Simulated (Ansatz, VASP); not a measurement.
# Pt: VASP beside Ansatz

```
Pt
1.0
     0.00000    1.96090    1.96090
     1.96090    0.00000    1.96090
     1.96090    1.96090    0.00000
Pt
1
Cartesian
  0.0000 0.0000 0.0000
```

Alike in both runs: functional PBEsol; k mesh 9 × 9 × 9; occupations fermi-dirac, width 0.05 eV; non-collinear spin, spin-orbit coupling.

|  | VASP | Ansatz |
| --- | --- | --- |
| version | VASP 6.6.1 | Ansatz 0.2.0 |
| potentials or method | VASP PAW PBE potentials, release 64 (Pt) | Ansatz PAW |
| plane-wave cutoff (eV) | 520 | 420 |
| valence electrons in the cell | 10 | 18 |
| task | single point | band structure |

|  | VASP | Ansatz | Ansatz less VASP |
| --- | --- | --- | --- |
| gap on the k mesh at the Fermi level (eV) | none | none | - |
| pressure (GPa) | -0.9 | -0.9 | +0.07 |
| net moment per atom (μB) | 0.00 | 0.00 | 0.000 |

A gap of «none» marks a metal or a gap that the smearing closes. The two sets of potentials don't hold the same shells in valence.

Caveats: the PAW data sets were made with another functional, which shifts forces and pressure a little (VASP); the PAW data sets come from PBE, with cores solved anew for the run's functional, which leaves a small shift of forces and pressure (Ansatz).
